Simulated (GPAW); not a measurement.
# Zn (P6_3/mmc) in GPAW: a series of runs, part 2 of 2

GPAW 26.7.0.

### 4 Band structure, PBE

Contents of run.py:

```python
from ase.dft.bandgap import bandgap
from ase.io import read, write
from gpaw import GPAW

atoms = read('Zn.cif')

calc = GPAW(mode='lcao',
            h=0.16,
            basis='sz(dzp)',
            xc='PBE',
            kpts={'size': (8, 8, 4), 'gamma': True},
            occupations={'name': 'fermi-dirac', 'width': 0.05},
            convergence={'density': 1e-05, 'energy': 1e-05},
            maxiter=150,
            txt='gpaw.txt')
atoms.calc = calc
energy = atoms.get_potential_energy()
forces = atoms.get_forces()
calc.write('gs.gpw')
write('result.traj', atoms)
print(f'Energy: {energy:.6f} eV')
print('Forces (eV/A):')
print(forces.round(4))
print('Fermi level:', round(calc.get_fermi_level(), 4), 'eV')
print(f'Gap: {bandgap(calc)[0]:.4f} eV, direct: {bandgap(calc, direct=True)[0]:.4f} eV')

path = atoms.cell.bandpath('GMKGALHA,LM,KH', npoints=100, eps=1e-4)
bs_calc = calc.fixed_density(kpts=path, symmetry='off', txt='bands.txt')
bs = bs_calc.band_structure()
bs.write('bs.json')
print(f'Gap on the path: {bandgap(bs_calc)[0]:.4f} eV')
```

Contents of Zn.cif:

```cif
data_Zn
_cell_length_a 2.67000000
_cell_length_b 2.67000000
_cell_length_c 4.96600000
_cell_angle_alpha 90.00000000
_cell_angle_beta 90.00000000
_cell_angle_gamma 120.00000000
_space_group_name_H-M_alt 'P6_3/mmc'
_space_group_name_Hall '-P 6c 2c'
_space_group_IT_number 194
loop_
_space_group_symop_operation_xyz
'x,y,z'
'-x,-y,-z'
'x-y,x,z+1/2'
'-x+y,-x,-z+1/2'
'-y,x-y,z'
'y,-x+y,-z'
'-x,-y,z+1/2'
'x,y,-z+1/2'
'-x+y,-x,z'
'x-y,x,-z'
'y,-x+y,z+1/2'
'-y,x-y,-z+1/2'
'-y,-x,-z+1/2'
'y,x,z+1/2'
'-x,-x+y,-z'
'x,x-y,z'
'-x+y,y,-z+1/2'
'x-y,-y,z+1/2'
'y,x,-z'
'-y,-x,z'
'x,x-y,-z+1/2'
'-x,-x+y,z+1/2'
'x-y,-y,-z'
'-x+y,y,z'
loop_
_atom_site_label
_atom_site_type_symbol
_atom_site_symmetry_multiplicity
_atom_site_Wyckoff_symbol
_atom_site_fract_x
_atom_site_fract_y
_atom_site_fract_z
_atom_site_occupancy
Zn1 Zn 2 c 0.6666666667 0.3333333333 0.7500000000 1
```

Potentials or basis: GPAW PAW data sets (gpaw-data 1.2.1), lcao:sz(dzp).

Run with:

```bash
$ OMP_NUM_THREADS=1 python run.py
```

gpaw.txt:

```text
__  _  _
 | _ |_)|_||  |
 |__||  | ||/\| - 26.7.0

Input parameters:
  mode=LCAO(),
  basis={'default': 'sz(dzp)'},
  convergence={'density': 1e-05, 'energy': 1e-05},
  h=0.16,
  kpts=MonkhorstPack(size=(8, 8, 4), gamma=True),
  maxiter=150,
  occupations=Occupations(name='fermi-dirac', width=0.05),
  xc=XC(name='PBE')

          Zn

        Zn

Atoms  # Å, Bohr magnetons
|   | symbol |         x |        y |        z |    initial magnetic moments |
|---|--------|-----------|----------|----------|-----------------------------|
| 0 |     Zn |  1.335000 | 0.770763 | 3.724500 | ( 0.0000,  0.0000,  0.0000) |
| 1 |     Zn | -0.000000 | 1.541525 | 1.241500 | ( 0.0000,  0.0000,  0.0000) |

Unit cell  # Å
| periodic |         x |        y |        z |  lengths |     angles |
|----------|-----------|----------|----------|----------|------------|
|      yes |  2.670000 | 0.000000 | 0.000000 | 2.670000 |  90.000000 |
|      yes | -1.335000 | 2.312288 | 0.000000 | 2.670000 |  90.000000 |
|      yes |  0.000000 | 0.000000 | 4.966000 | 4.966000 | 120.000000 |

Number of symmetries: 12
Symmetry operations  # r_c * U_cc + t_c -> r_c
|    | kind |            matrix            |
|----|------|------------------------------|
|  0 |  σ   |  1, 1, 0,  0,-1, 0,  0, 0, 1 |
|  1 |  S6  |  1, 1, 0, -1, 0, 0,  0, 0,-1 |
|  2 |  E   |  1, 0, 0,  0, 1, 0,  0, 0, 1 |
|  3 |  C2  |  1, 0, 0, -1,-1, 0,  0, 0,-1 |
|  4 |  C2  |  0, 1, 0,  1, 0, 0,  0, 0,-1 |
|  5 |  C3  |  0, 1, 0, -1,-1, 0,  0, 0, 1 |
|  6 |  S6  |  0,-1, 0,  1, 1, 0,  0, 0,-1 |
|  7 |  σ   |  0,-1, 0, -1, 0, 0,  0, 0, 1 |
|  8 |  σ   | -1, 0, 0,  1, 1, 0,  0, 0, 1 |
|  9 |  i   | -1, 0, 0,  0,-1, 0,  0, 0,-1 |
| 10 |  C3  | -1,-1, 0,  1, 0, 0,  0, 0, 1 |
| 11 |  C2  | -1,-1, 0,  0, 1, 0,  0, 0,-1 |

BZ-sampling:
  Number of BZ points: 256
  Number of IBZ points: 35

  Monkhorst-Pack size: [8, 8, 4]
  Monkhorst-Pack shift: [0.0625, 0.0625, 0.125]

K-points  # in reciprocal-cell coordinates
|     |                                coordinates |     weight |
|-----|--------------------------------------------|------------|
|   0 | (  0.00000000,   0.00000000,   0.00000000) | 0.00390625 |
|   1 | (  0.00000000,   0.00000000,   0.25000000) | 0.00781250 |
|   2 | (  0.00000000,   0.00000000,   0.50000000) | 0.00390625 |
|   3 | (  0.12500000,   0.00000000,  -0.25000000) | 0.02343750 |
|   4 | (  0.12500000,   0.00000000,   0.00000000) | 0.02343750 |
|   5 | (  0.12500000,   0.00000000,   0.25000000) | 0.02343750 |
|   6 | (  0.12500000,   0.00000000,   0.50000000) | 0.02343750 |
|   7 | (  0.25000000,  -0.12500000,   0.00000000) | 0.02343750 |
[... 167 lines left out ...]
species:
  Zn:
    name:    Zinc
    Z:       30.0
    valence: 12
    core:    18
    charge:  0.0  # [|e|]
    compensation charges:
      type: gauss
      rc: 0.37  # [Å]
      lmax: 2
    cutoffs:
      filter: 2.14  # [Å]
      core: 2.28  # [Å]
    projectors
    | kind |    occ | energy [eV] | rcut [Å] |
    |------|--------|-------------|----------|
    |   4s |  2.000 |      -5.977 |    1.286 |
    |   4p |  0.000 |      -1.117 |    1.270 |
    |   3d | 10.000 |     -10.142 |    1.180 |
    |    s |        |      21.234 |    1.286 |
    |    p |        |      26.095 |    1.270 |
    |    d |        |      17.070 |    1.180 |

    LCAO basis set for Zn:
      Name: sz(dzp)
      File: <dir>
      Number of radial functions: 3
      Number of spherical harmonics: 9
        l=0, rc=8.1562 Bohr: 4s-sz confined orbital
        l=1, rc=12.4062 Bohr: 4p-sz confined orbital
        l=2, rc=4.3594 Bohr: 3d-sz confined orbital
      Number of RI-basis functions 0

Reference energy: -97722.653306  # eV

eigensolver:
  <gpaw.new.lcao.eigensolver.LCAOEigensolver object>
density mixing:
  MSR1-Mixer
  Pratt-step length: 0.05
  Maximum mixing coefficient: 0.75
  Old densities: 10
  SVD Regularization: 0.005
  Good broyden scale: 1.0
  Trust region scale: 1.0
  Backstep threshold: 4.0
  History deletion threshold: 6.0
  Fourier metric: weight=20.0, sigma=0.015

occupation numbers:
  Fermi-Dirac:
    width: 0.0500  # eV

FastPoissonSolver using
    Stencil: 8*3+1=25 point O(h^6) finite-difference Laplacian
    FFT axes: [np.int64(0), np.int64(1), np.int64(2)]
    FST axes: []

xc functional:
  name: PBE with 2 nearest neighbor stencil
interpolation: tri-quintic # 5. degree polynomial

convergence criteria:
[... 6 lines left out ...]
|iter     | |      energy | eigst |  dens |
|---------|-|-------------|-------|-------|
|iter:   1| |   -1.101950 |      c|       |
|iter:   2| |   -1.080672 |      c| -1.42 |
|iter:   3| |   -0.987321 |      c| -1.45 |
|iter:   4| |   -0.994512 |      c| -2.02 |
|iter:   5| |   -0.995205 |      c| -2.62 |
|iter:   6| |   -0.995202 |      c| -4.12 |
|iter:   7| |   -0.995202c|      c| -5.10c|

Converged in 7 steps
Energy contributions relative to reference atoms: (reference = -97722.653306)

Energy contributions:
  Kinetic:         -15.096867
  Coulomb:          18.917630
  Zero:              0.070455
  External:          0.000000
  Xc:               -4.884127
  Entropy:          -0.004586
  Spinorbit:         0.000000
  ----------------------------
  Free energy:      -0.997495
  Extrapolated:     -0.995202

dipole moment: (0.000000, -0.000000, -0.000000)  # |e|*Ang

Fermi level: 6.564
Eigenvalues  # (at kpt = [0.000, 0.000, 0.000])
| band index |      eig [eV] | occ [0-2] |
|------------|---------------|-----------|
|          0 |        -3.724 |     2.000 |
|        ... |               |           |
|          5 |        -0.971 |     2.000 |
|          6 |        -0.971 |     2.000 |
|          7 |        -0.626 |     2.000 |
|          8 |        -0.626 |     2.000 |
|          9 |        -0.381 |     2.000 |
|         10 |        -0.381 |     2.000 |
|         11 |         3.036 |     2.000 |
|         12 |         3.678 |     2.000 |
|         13 |        20.938 |     0.000 |
|         14 |        24.799 |     0.000 |
|         15 |        24.800 |     0.000 |
|         16 |        27.399 |     0.000 |
|         17 |        27.399 |     0.000 |

No gap
No difference between direct/indirect transitions

Forces  # eV/Ang
|        x |       y |        z |
|----------|---------|----------|
| -0.00000 | 0.00000 |  0.00000 |  # Zn   0
|  0.00000 | 0.00000 | -0.00000 |  # Zn   1

# Writing to gs.gpw (mode='')
```

stdout:

```text
Energy: -0.995202 eV
Forces (eV/A):
[[-0.  0.  0.]
 [ 0.  0. -0.]]
Fermi level: 6.5638 eV
Gap: 0.0000 eV, direct: 0.0000 eV
Gap on the path: 0.0000 eV
```

Wall time 3.8 min (1 thread of Arm Neoverse V1, shared host); peak memory 0.22 GiB.

The run converged, but some of its settings lie outside the range that counts as converged, so its numbers aren't taken as properties of the crystal.

What came out:

```
Free energy             : -0.9975 eV
Band gap along the path : none (metal or under the smearing width)
```

Caveat: the real-space grid adds noise to forces; the basis of atomic orbitals isn't converged, which shifts pressures, moduli and gaps.
